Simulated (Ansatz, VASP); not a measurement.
CdSe: VASP beside Ansatz

```
Cd Se
1.0
     0.00000    3.05583    3.05583
     3.05583    0.00000    3.05583
     3.05583    3.05583    0.00000
Cd Se
1 1
Direct
  0.00000 0.00000 0.00000
  0.75000 0.75000 0.75000
```

Alike in both runs: functional PBE; dispersion D3(BJ); k mesh 10 × 10 × 10; occupations gaussian, width 0.02 eV; no spin polarisation.

Ansatz relaxed the structure, and its values are those at the end. VASP's run is a single point on that final structure, the one shown.

|  | VASP | Ansatz |
| --- | --- | --- |
| version | VASP 6.6.1 | Ansatz 0.2.0 |
| potentials or method | VASP PAW PBE potentials, release 64 (Cd, Se) | scalar-relativistic, plane waves, PAW |
| plane-wave cutoff (eV) | 520 | 420 |
| valence electrons in the cell | 18 | 36 |

|  | VASP | Ansatz | Ansatz less VASP |
| --- | --- | --- | --- |
| gap on the k mesh at the Fermi level (eV) | 0.58 | 0.58 | +0.001 |
| least direct gap on the mesh (eV) | 0.58 | 0.58 | +0.001 |
| pressure (GPa) | 0.3 | 0.0 | -0.31 |

The functional is the same, so the differences come from potentials, cutoffs and numerics. The two sets of potentials don't hold the same shells in valence.

A hybrid or GW would open this gap; PBE tends to underestimate it.
